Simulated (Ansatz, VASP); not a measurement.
**Ag in VASP and in Ansatz**

```
Ag
1.0
     0.00000    2.04275    2.04275
     2.04275    0.00000    2.04275
     2.04275    2.04275    0.00000
Ag
1
Direct
  0.00000 0.00000 0.00000
```

Alike in both runs: functional LDA; k mesh 11 × 11 × 11; occupations fermi-dirac, width 0.05 eV; no spin polarisation.

|  | VASP | Ansatz |
| --- | --- | --- |
| version | VASP 6.6.1 | Ansatz 0.2.0 |
| potentials or method | VASP PAW LDA potentials, release 64 (Ag), cutoff 520 eV | all-electron LAPW, scalar-relativistic |
| task | single point | band structure |

|  | VASP | Ansatz | Ansatz less VASP |
| --- | --- | --- | --- |
| gap on the k mesh at the Fermi level (eV) | none | none | - |
| pressure (GPa) | -7.3 | -7.6 | -0.29 |

A gap of «none» marks a metal or a gap that the smearing closes. Ansatz ran all-electron here, so the differences hold the error of VASP's frozen core and of both bases.
